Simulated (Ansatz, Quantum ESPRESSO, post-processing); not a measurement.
# honeycomb InAs, 2 layers, AA stacking in an electric field, part 5 of 6

How does honeycomb InAs, 2 layers, AA stacking respond to a gate-like field without added charge?

Quantum ESPRESSO 7.5; plane-wave DFT, LDA, GBRV ultrasoft pseudopotentials; geometry and cross-check by Ansatz 0.2.0 with PAW datasets.

So far. Step 11 (Ground state: field 0.3 V/Å): The dipole goes from 0.1276 to 0.3218 e Å, 0.6475 e Å per V/Å. Step 12 (Electrostatic potential): The slope in the vacuum is 0.300 eV/Å for an applied 0.30 V/Å, as it should be.

### 13. Bands along a path: field 0.3 V/Å

f3.bands.in

```
&control
  prefix = 'f3.bands'
  outdir = './out'
  pseudo_dir = './pseudo'
  calculation = 'bands'
  tefield = .true.
  dipfield = .true.
/
&system
  ibrav = 0
  nat = 4
  ntyp = 2
  ecutwfc = 40
  ecutrho = 200
  occupations = 'smearing'
  smearing = 'fd'
  degauss = 0.004
  edir = 3
  emaxpos = 0.97
  eopreg = 0.04
  eamp = 0.00583407
  nbnd = 24
/
&electrons
  conv_thr = 1e-07
  mixing_beta = 0.4
  electron_maxstep = 120
  mixing_mode = 'local-TF'
/
ATOMIC_SPECIES
  As  74.9216  as_lda_v1.uspp.F.UPF
  In  114.8180  in_lda_v1.4.uspp.F.UPF
CELL_PARAMETERS angstrom
  4.32491315612067 -0.00000000000000 -0.00000000000000
  -2.16245657806033 3.74548466236203 0.00000000000000
  -0.00000000000000 -0.00000000000000 21.62000000000000
ATOMIC_POSITIONS crystal
  As  0.666666666667 0.333333333333 0.382647495631
  In  0.333333333333 0.666666666667 0.415073543986
  As  0.666666666667 0.333333333333 0.584825317193
  In  0.333333333333 0.666666666667 0.617453643190
K_POINTS crystal_b
4
  0.0000000000 0.0000000000 0.0000000000 14
  0.5000000000 0.0000000000 0.0000000000 14
  0.3333333333 0.3333333333 0.0000000000 14
  0.0000000000 0.0000000000 0.0000000000 1
```

The run is started by

```console
$ cp -r out/f3.save out/f3.bands.save
$ cp out/f3.xml out/f3.bands.xml
$ OMP_NUM_THREADS=1 mpirun -n 4 pw.x -nk 4 -in f3.bands.in > f3.bands.out
```

Numbers of over 12 decimals in the logs are rounded to 6 here.

What it wrote:

```text
[banner, memory and clock lines left out]
Program PWSCF v.7.5 starts
[citation notice left out]

[...]
bravais-lattice index     =            0
     lattice parameter (alat)  =       8.1729  a.u.
     unit-cell volume          =    2363.4026 (a.u.)^3
     number of atoms/cell      =            4
     number of atomic types    =            2
     number of electrons       =        36.00
     number of Kohn-Sham states=           24
     kinetic-energy cutoff     =      40.0000  Ry
     charge density cutoff     =     200.0000  Ry
     Exchange-correlation=  SLA  PZ   NOGX NOGC
                           (   1   1   0   0   0   0   0)

[...]
PseudoPot. # 1 for As read from file:
     ./pseudo/as_lda_v1.uspp.F.UPF
     Pseudo is Ultrasoft + core correction, Zval =  5.0
     Generated by new atomic code, or converted to UPF format
     Using radial grid of  875 points,  6 beta functions with:
                l(1) =   0
                l(2) =   0
                l(3) =   1
                l(4) =   1
                l(5) =   2
                l(6) =   2
     Q(r) pseudized with  8 coefficients,  rinner =    1.300   1.300   1.300
                                                       1.300   1.300

     PseudoPot. # 2 for In read from file:
     ./pseudo/in_lda_v1.4.uspp.F.UPF
     Pseudo is Ultrasoft + core correction, Zval = 13.0
     Generated by new atomic code, or converted to UPF format
     Using radial grid of  889 points,  6 beta functions with:
                l(1) =   0
                l(2) =   0
                l(3) =   1
                l(4) =   1
                l(5) =   2
                l(6) =   2
     Q(r) pseudized with  6 coefficients,  rinner =    1.400   1.400   1.400
                                                       1.400   1.400

     atomic species   valence    mass     pseudopotential
     As                5.00    74.92160     As( 1.00)
     In               13.00   114.81800     In( 1.00)

     No symmetry found

[...]
number of k points=    43  Fermi-Dirac smearing, width (Ry)=  0.0040
[...]
Dense  grid:   112995 G-vectors     FFT dimensions: (  40,  40, 192)

     Smooth grid:    80997 G-vectors     FFT dimensions: (  36,  36, 180)

     The potential is recalculated from file :
     ./out/f3.bands.save/charge-density

     negative rho (up, down):  2.966E-04 0.000E+00

     Adding external electric field

     Computed dipole along edir(3) :
        Dipole                0.6081 Ry au,          1.5457 Debye
        Dipole field          0.0032 Ry au,

        E field amplitude [Ha a.u.]:  5.8341E-03
        Potential amp.        0.2040 Ry
        Total length         39.2216 bohr

     Starting wfcs are   26 randomized atomic wfcs

     Band Structure Calculation
     Davidson diagonalization with overlap

     ethr =  2.78E-10,  avg # of iterations = 55.9

     End of band structure calculation

          k = 0.0000 0.0000 0.0000 ( 10121 PWs)   bands (ev):

   -15.8815 -15.7861 -15.7861 -15.6983 -15.6983 -15.5213 -15.4227 -15.4227
   -15.3350 -15.3350 -12.4290 -12.0072  -4.5928  -3.7494  -1.9110  -1.9110
    -1.5022  -1.5022  -1.1520  -0.7919   1.3946   2.4797   2.9040   2.9928

          k = 0.0357 0.0206 0.0000 ( 10113 PWs)   bands (ev):

   -15.8815 -15.7864 -15.7857 -15.6985 -15.6980 -15.5212 -15.4231 -15.4223
   -15.3351 -15.3346 -12.4189 -11.9971  -4.5919  -3.7764  -2.0763  -1.9332
    -1.7102  -1.5243  -0.9786  -0.5805   1.4091   2.4740   2.9039   2.9629

[...]
```

Run time: 57 s. Hardware: 4 MPI ranks of Arm Neoverse V1, shared host; peak memory 0.44 GiB.

Numbers from this step:

```
gap by band count : 0.2277 eV
```

Band numbers count within the set of bands kept for display. Electronic bands along the path, in eV, zero at the highest filled level of the SCF mesh; v1 is the highest filled band, c1 the lowest empty one:

| point | v4 | v3 | v2 | v1 | c1 | c2 | c3 | c4 |
| --- | --- | --- | --- | --- | --- | --- | --- | --- |
| Γ | -0.53 | -0.53 | -0.12 | -0.12 | 0.23 | 0.59 | 2.77 | 3.86 |
| halfway | -2.02 | -1.25 | -1.05 | -0.84 | 1.58 | 2.03 | 2.71 | 3.18 |
| M | -1.79 | -1.37 | -1.34 | -0.45 | 0.81 | 1.42 | 2.24 | 2.63 |
| halfway | -2.62 | -2.20 | -1.09 | -0.18 | 0.82 | 1.83 | 3.35 | 3.66 |
| K | -3.17 | -2.74 | -0.88 | 0.00 | 0.72 | 1.88 | 4.02 | 5.20 |
| halfway | -1.90 | -1.79 | -1.37 | -0.87 | 1.89 | 2.19 | 3.43 | 3.77 |
| Γ | -0.53 | -0.53 | -0.12 | -0.12 | 0.23 | 0.59 | 2.77 | 3.86 |

Upper empty bands that drop with the field can be states of the vacuum, held by the sawtooth; they depend on the cell's width.

Along this path the valence top lies at K and the conduction bottom at Γ.

### 14. Valence density

The density shows how far the electrons spill into the vacuum.

f0.rho.in

```
&inputpp
  prefix = 'f0'
  outdir = './out'
  filplot = 'f0.rho.dat'
  plot_num = 0
/
```

The run is started by

```console
$ OMP_NUM_THREADS=1 mpirun -n 4 pp.x -in f0.rho.in > f0.rho.out
```

What it wrote:

```text
[banner, memory and clock lines left out]
Program POST-PROC v.7.5 starts

          URL

     ./out/f0.save/

     IMPORTANT: XC functional enforced from input :
     Exchange-correlation= PZ
                           (   1   1   0   0   0   0   0)
     Any further DFT definition will be discarded
     Please, verify this is what you really want

     negative rho (up, down):  2.963E-04 0.000E+00

     Adding external electric field

     Computed dipole along edir(3) :
        Dipole                0.2410 Ry au,          0.6127 Debye
        Dipole field          0.0013 Ry au,

        Potential amp.       -0.1005 Ry
        Total length         39.2216 bohr

     Calling punch_plot, plot_num =   0
     Writing data to file  f0.rho.dat
     Message from routine chdens:
     namelist plot not found or invalid, exiting
```

It took 1.1 s on 4 MPI ranks; peak memory 0.12 GiB.

Read from the output:

| Quantity | Value |
| --- | --- |
| electrons by integration | 36.00 e |

Mean over planes. Table of valence density, planar mean by z:

z (Å), valence density, planar mean (e/Å³) and a bar:
```
        4      0.000 
        5      0.000 
        6      0.003 
        7      0.042 ##
        8      0.221 ########
        9      0.829 ##############################
       10      0.077 ###
       11      0.023 #
       12      0.157 ######
       13      0.640 #######################
       14      0.239 #########
       15      0.016 #
       16      0.001 
       17      0.000 
       18      0.000
```

Valence density in the ca plane at fractional y = 0.333, with atoms of As within 0.2 Å of it. It is the smooth field of the valence electrons, not physical close to the nuclei.

Ten steps, logarithmic in the rise over the least value, from '0' (0.0 e/Å³) to '9' (1.6 e/Å³), each cell a mean:
```
00000000000000001235666654221235666653210000
00000000000000001346777754322356777654210000
00000000000000002357776764322467676764211000
00000000000000002467696764322467696764311000
00000000000000002357766764322457766764211000
00000000000000001346777654322346777654210000
00000000000000001234566554221234566553210000
00000000000000000123455554321123455554211000
00000000000000000012345554321112345554211000
00000000000000000112345554321112345554211000
00000000000000000123455554221123455543211000
```
Columns run along c (16.0 Å, from fractional 0.03 to 0.77 of the cell), rows up along a (4.3 Å). Atoms in or near the plane, at fractional coordinates: As at (0.38, 0.67), As at (0.58, 0.67).

The density integrates to 36.000 electrons, as the 36 of the input ask.

### 15. Valence density

f2.rho.in

```
&inputpp
  prefix = 'f2'
  outdir = './out'
  filplot = 'f2.rho.dat'
  plot_num = 0
/
```

The run is started by

```console
$ OMP_NUM_THREADS=1 mpirun -n 4 pp.x -in f2.rho.in > f2.rho.out
```

Wall time 1.1 s (4 MPI ranks); peak memory 0.12 GiB.

### 16. Charge moved by a field of 0.2 V/Å

Read from the output:

| Property | Result |
| --- | --- |
| largest charge moved across a plane | 0.001111 e/Å² |
| dipole step | -1.452 eV |

The planar mean by z:

| z (Å) | planar mean (e/Å³) |
| --- | --- |
| 2.0 | 3.6e-8 |
| 2.5 | 1.1e-7 |
| 3.0 | 3.6e-7 |
| 3.5 | 1.1e-6 |
| 4.0 | 3.5e-6 |
| 4.5 | 1.0e-5 |
| 5.0 | 3.0e-5 |
| 5.5 | 8.1e-5 |
| 6.0 | 2.0e-4 |
| 6.5 | 4.1e-4 |
| 7.0 | 6.7e-4 |
| 7.5 | 6.0e-4 |
| 8.0 | 1.0e-4 |
| 8.5 | -7.8e-6 |
| 9.0 | 1.2e-4 |
| 9.5 | -1.5e-4 |
| 10.0 | -3.1e-4 |
| 10.5 | -1.6e-4 |
| 11.0 | 7.3e-5 |
| 11.5 | 3.0e-4 |
| 12.0 | 2.6e-4 |
| 12.5 | -6.8e-5 |
| 13.0 | -6.6e-5 |
| 13.5 | -6.0e-5 |
| 14.0 | -4.3e-4 |
| 14.5 | -6.6e-4 |
| 15.0 | -4.9e-4 |
| 15.5 | -2.7e-4 |
| 16.0 | -1.2e-4 |
| 16.5 | -4.9e-5 |
| 17.0 | -1.8e-5 |
| 17.5 | -6.3e-6 |
| 18.0 | -2.1e-6 |
| 18.5 | -6.8e-7 |
| 19.0 | -2.2e-7 |
| 19.5 | -6.9e-8 |

Running integral, electrons below z against z:

| z (Å) | running integral, electrons below z (e/Å²) |
| --- | --- |
| 2.5 | 5.5e-8 |
| 3.0 | 1.8e-7 |
| 3.5 | 5.5e-7 |
| 4.0 | 1.7e-6 |
| 4.5 | 5.3e-6 |
| 5.0 | 1.6e-5 |
| 5.5 | 4.4e-5 |
| 6.0 | 1.2e-4 |
| 6.5 | 2.8e-4 |
| 7.0 | 5.6e-4 |
| 7.5 | 9.0e-4 |
| 8.0 | 0.00105 |
| 8.5 | 0.00105 |
| 9.0 | 0.00110 |
| 9.5 | 0.00108 |
| 10.0 | 9.4e-4 |
| 10.5 | 8.2e-4 |
| 11.0 | 8.1e-4 |
| 11.5 | 9.2e-4 |
| 12.0 | 0.00108 |
| 12.5 | 0.00110 |
| 13.0 | 0.00105 |
| 13.5 | 0.00105 |
| 14.0 | 9.1e-4 |
| 14.5 | 6.1e-4 |
| 15.0 | 3.2e-4 |
| 15.5 | 1.4e-4 |
| 16.0 | 5.7e-5 |
| 16.5 | 2.1e-5 |
| 17.0 | 7.4e-6 |
| 17.5 | 2.5e-6 |
| 18.0 | 8.1e-7 |
| 18.5 | 2.6e-7 |
| 19.0 | 8.1e-8 |

### 17. Polarisability from the dipole between 0 and 0.1 V/A

This step gave:

```
change of slope in the vacuum : 0.09998 eV/Å
polarisability a cell         : 9.400 Å³
sheet polarisability 4πα/A    : 7.292 Å
```

The change of the potential energy, second field less first by z:

| z (Å) | change of the potential energy, second field less first (eV) |
| --- | --- |
| 0 | -0.361 |
| 1 | -0.620 |
| 2 | -0.520 |
| 3 | -0.420 |
| 4 | -0.320 |
| 5 | -0.220 |
| 6 | -0.124 |
| 7 | -0.0485 |
| 8 | -0.0240 |
| 9 | -0.0198 |
| 10 | -0.0169 |
| 11 | 0.00493 |
| 12 | 0.0211 |
| 13 | 0.0222 |
| 14 | 0.0290 |
| 15 | 0.0703 |
| 16 | 0.154 |
| 17 | 0.252 |
| 18 | 0.351 |
| 19 | 0.451 |
| 20 | 0.551 |
| 21 | 0.581 |

### 18. Dipole against field

Table of dipole along the normal, dipole moment by applied field:

| applied field (V/Å) | dipole along the normal, dipole moment (e·Å) |
| --- | --- |
| 0.000 | 0.128 |
| 0.100 | 0.193 |
| 0.200 | 0.258 |
| 0.300 | 0.322 |

### 19. The same in Ansatz: field 0.1 V/Å

As a check, the same structure is run in Ansatz.

Level of this step: plane-wave DFT, PBE, Ansatz PAW (Ansatz 0.2.0).

input.yaml

```yaml
crystal:
  lattice:
    - [4.3249131561, 0.0, 0.0]
    - [-2.1624565781, 3.7454846624, 0.0]
    - [0.0, 0.0, 21.62]
  atoms:
    - { symbol: As, position: [0.6666666667, 0.3333333333, 0.3826474956] }
    - { symbol: In, position: [0.3333333333, 0.6666666667, 0.415073544] }
    - { symbol: As, position: [0.6666666667, 0.3333333333, 0.5848253172] }
    - { symbol: In, position: [0.3333333333, 0.6666666667, 0.6174536432] }
kpoints:
  mp_grid: { grid: [6, 6, 1] }
hamiltonian:
  xc: pbe
scf:
  occupations: { method: fermi_dirac, width: 0.054 }
  convergence: { dr2_threshold: 1.0e-09 }
efield:
  axis: 3
  dipole_correction: true
  ramp_position: 0.97
  ramp_width: 0.04
  amplitude: 0.1
output:
  write_potential: true
  write_density: true
  volumetric_format: npy
```

The run is started by

```console
$ ansatz run input.yaml --threads 4 --pin off --max-ram 8192MiB --backend cpu --events-out ev --progress --plain --runs-dir out
```

What it wrote:

```text
[...]
Crystal: 4 atoms, lattice volume = 350.220 Å³
Basis set: ecut = 420 eV, 6847 PW (Γ)
Bands: 34, of which v1, the nominal top of the filled ones, is band 28 counted from 1 (27 counted from 0)
Symmetry: 6 space group operations
[...]
k-points: 7 of 36 (time reversal used)
[...]
SCF iter   1: F=—  HF=-20908.161982 eV  |F-HF|=—  |Δ(HF+E_count)|=         —  Δρ=1.93e-2  dr2=3.44e0  ethr=3.10e-3  p=0.069 e·Å  D=3.54e-2 V/Å  ΔV_dip=-0.77 eV  dr2_dipole=3.59e-1  V_vac-E_F(+/−)=6.39/5.15 eV  ⟨swp⟩=7.1  Hψ=1104  notcnv=0
[...]
SCF iter  13: F=-20907.289270 eV  HF=-20907.289270 eV  |F-HF|=6.77e-10  |Δ(HF+E_count)|=   5.82e-9  Δρ=1.66e-7  dr2=9.04e-11  ethr=1.79e-12  p=0.212 e·Å  D=1.09e-1 V/Å  ΔV_dip=-2.37 eV  dr2_dipole=6.20e-12  V_vac-E_F(+/−)=4.21/4.57 eV  ⟨swp⟩=11.0  Hψ=754  notcnv=0
SCF 1 converged in 13 iterations: F = -20907.289270 eV  dr2 = 9.04e-11
[...]
WARN: The output density's exchange-correlation potential varies sharply where the density is thin. Do not read a vacuum level from v_tot or v_xc, or from such a field of the output density. On a cell that repeats whose density bears no net charge and no dipole along the vacuum's axis use v_es (v_loc + v_h of the components); under efield.dipole_correction with no amplitude use v_es + v_field, which holds any externa [...]
SCF converged after 13 iterations
Free energy (F): -20907.289270 eV
[...]
Internal energy: -20907.285763 eV  (E = F + TS)
E sigma→0 (E₀):  -20907.287517 eV
Entropy (-TS):   -0.003506 eV (-0.877 meV/atom)
Fermi energy:    -0.533631 eV
Dipole field:    D = 0.109471 V/Å  (p = 0.211875 e·Å, saw-weighted, corrected)
Work function:   not extracted (applied field tilts the vacuum); planar V_es + V_field profile in the machine report
[...]
--- Band table (eV; the first three rows and the last of 7) ---
  k-point 0: bands = [... 24 lower, -1.3938, -1.3938, -0.7462, -0.7462, -0.4494, 0.1501, 1.7966, 3.2804, ... 2 higher]
  k-point 1: bands = [... 24 lower, -2.5655, -1.7831, -1.7827, -1.1341, 0.6717, 1.4258, 1.9970, 2.9299, ... 2 higher]
  k-point 2: bands = [... 24 lower, -2.5862, -2.3826, -1.7333, -1.4761, 0.6404, 1.1103, 1.7735, 2.3376, ... 2 higher]
  k-point 6: bands = [... 24 lower, -3.9898, -3.3291, -1.6953, -0.6766, -0.0053, 1.2320, 3.2995, 4.4530, ... 2 higher]
```

It took 4 s on 4 threads; peak memory 0.61 GiB.

Read from the output:

| Quantity | Value |
| --- | --- |
| free energy | -20907.2893 eV |
| energy at zero smearing | -20907.2875 eV |
| smearing term TS | 0.003506 eV |
| Fermi energy | -0.5336 eV |
| gap by band count | 0.2272 eV |
| dipole along the normal | 0.2119 e·Å |

At 0.1 V/Å Ansatz's dipole is 0.2119 e Å against 0.1928 from pw.x, under another functional.

### 20. Cross-check with Ansatz: field -0.1 V/Å

input.yaml, as its differences from the input of step 19:

```diff
@@ -22,3 +22,3 @@
   ramp_width: 0.04
-  amplitude: 0.1
+  amplitude: -0.1
 output:
```

What it wrote:

```text
[...]
Crystal: 4 atoms, lattice volume = 350.220 Å³
Basis set: ecut = 420 eV, 6847 PW (Γ)
Bands: 34, of which v1, the nominal top of the filled ones, is band 28 counted from 1 (27 counted from 0)
Symmetry: 6 space group operations
[...]
k-points: 7 of 36 (time reversal used)
[...]
k-point 0: bands = [... 24 lower, -1.4799, -1.4799, -0.7355, -0.7355, -0.5183, 0.1778, 1.5436, 3.0419, ... 2 higher]
  k-point 1: bands = [... 24 lower, -2.6281, -1.8688, -1.7821, -1.1234, 0.5884, 1.4293, 1.8011, 2.8852, ... 2 higher]
  k-point 2: bands = [... 24 lower, -2.6628, -2.4687, -1.7227, -1.4825, 0.5392, 1.0860, 1.6987, 2.3241, ... 2 higher]
  k-point 6: bands = [... 24 lower, -4.0762, -3.3179, -1.7726, -0.6724, -0.0925, 1.2018, 3.2011, 4.3683, ... 2 higher]
[key lines of the parts left out:]
SCF converged after 13 iterations
Free energy (F): -20907.259949 eV
Fermi energy:    -0.561625 eV
Dipole field:    D = 0.041836 V/Å  (p = 0.080971 e·Å, saw-weighted, corrected)
```

Wall time 3.5 s (4 threads); peak memory 0.61 GiB.

Numbers from this step:

```
free energy             : -20907.2599 eV
energy at zero smearing : -20907.2574 eV
smearing term TS        : 0.005112 eV
Fermi energy            : -0.5616 eV
gap by band count       : 0.1541 eV
dipole along the normal : 0.08097 e·Å
```

### 21. Dipole against field, Ansatz

The dipole along the normal, dipole moment by applied field:

| applied field (V/Å) | dipole along the normal, dipole moment (e·Å) |
| --- | --- |
| -0.1000 | 0.0810 |
| 0.0000 | 0.147 |
| 0.1000 | 0.212 |

(Continued in part 6 of 6.)

[Logs are printed without paths, hosts, clocks, repeated set-up lines and the standing remarks that a program may print on its own settings, such as how far it seeks lower states.]

[Hosts, paths, dates, database ids (printed as entryN), source tags and the programs' standing remarks are cut or masked in the printed files.]

[Maps of the electrostatic potential energy from Ansatz leave out the sawtooth potential of an applied field or a dipole correction, so their vacuum need not be flat; planar profiles and work functions include it.]
